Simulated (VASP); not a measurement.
A run of VASP 6.6.1:

File INCAR:

```
PREC = Accurate
ENCUT = 520
EDIFF = 1E-6
ISMEAR = -1
SIGMA = 0.05
LREAL = False
LASPH = True
NELM = 60
ALGO = Fast
ISIF = 2
LWAVE = False
LCHARG = True
GGA = PE
LELF = True
LVHAR = True
NBANDS = 16
```

KPOINTS

```
Automatic mesh
0
Gamma
  10 10 10
```

Contents of POSCAR:

```
GaN
1.0
    0.0000000000      2.2976981147      2.2976981147
    2.2976981147      0.0000000000      2.2976981147
    2.2976981147      2.2976981147      0.0000000000
Ga N
1 1
Direct
    0.0000000000      0.0000000000      0.0000000000
    0.2500000000      0.2500000000      0.2500000000
```

Potentials or basis: VASP PAW PBE potentials, release 64 (Ga_d, N).

Command:

```bash
$ cat potpaw_PBE.64/Ga_d/POTCAR potpaw_PBE.64/N/POTCAR > POTCAR
$ mpirun -np 1 vasp_std > vasp.out
```

Hardware: 1 thread of Intel(R) Xeon(R) Platinum 8559C (Emerald Rapids), with other jobs on the host.

Question: Estimate the wall time of this run.

Answer: Run time: 19 s on 1 thread of Intel(R) Xeon(R) Platinum 8559C (Emerald Rapids) (shared host), peak memory 0.14 GiB. Counts: scf iterations 13, k points 47.
